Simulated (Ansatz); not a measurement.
# ZrO2: the cost of one run

Method: DFT PBE, scalar-relativistic, plane waves, PAW, in Ansatz 0.2.0.

1 further run of the same task is left out (set aside as unsound or not needed).

## Step 1: The starting structure

The structure is cubic, space group Fm-3m (No. 225). Conventional cell: a = 5.116 Å, b = 5.116 Å, c = 5.116 Å, α = 90.00°, β = 90.00°, γ = 90.00°. Around Zr (site symmetry m-3m) lie 8 O at 2.22 Å. O (site symmetry -43m) has 4 Zr at 2.22 Å as nearest neighbours.

Coordinates:

```
Zr O
1.0
     0.00000    2.55795    2.55795
     2.55795    0.00000    2.55795
     2.55795    2.55795    0.00000
Zr O
1 2
Direct
  0.50000 0.50000 0.50000
  0.75000 0.75000 0.75000
  0.25000 0.25000 0.25000
```

The cell was relaxed beforehand at this level, from a generated guess; it needn't be the stable form of this composition. At a tolerance of 0.02 Å it has space group Fm-3m (No. 225); it has 11.16 Å³/atom, an uncorrected energy of -3.35 eV/atom over the elements.

## Step 2: Bands, states and charges

File input.yaml:

```yaml
crystal:
  lattice:
    - [0.0, 2.5579471206, 2.5579471206]
    - [2.5579471206, 0.0, 2.5579471206]
    - [2.5579471206, 2.5579471206, 0.0]
  atoms:
    - { symbol: Zr, position: [0.5, 0.5, 0.5] }
    - { symbol: O, position: [0.75, 0.75, 0.75] }
    - { symbol: O, position: [0.25, 0.25, 0.25] }
basis:
  ecutwfc: 420
kpoints:
  mp_grid: { grid: [8, 8, 8] }
  band_path:
    path:
      - [[0.0, 0.0, 0.0], [0.5, 0.0, 0.5], [0.625, 0.25, 0.625]]
      - [[0.375, 0.375, 0.75], [0.0, 0.0, 0.0], [0.5, 0.5, 0.5], [0.5, 0.25, 0.75], [0.5, 0.0, 0.5]]
    npoints: 14
hamiltonian:
  xc: pbe
scf:
  occupations: { method: gaussian, width: 0.02 }
  n_extra_bands: 7
output:
  forces: true
  stress: true
  eigenvalues: true
  populations: true
  dos: { projected: true, de: 0.02, nscf_kmesh: { grid: [12, 12, 12] } }
  bader: true
  write_density: true
  write_potential: true
  elf: true
  volumetric_format: npy
```

Launch:

```console
$ ansatz run input.yaml --threads 1 --pin off --max-ram 2560MiB --backend cpu --events-out ev --progress --plain --runs-dir out
```

What time and memory should one allow on 1 thread of Arm Neoverse V2, shared host?

About 15 s, with a peak of 0.3 GiB.
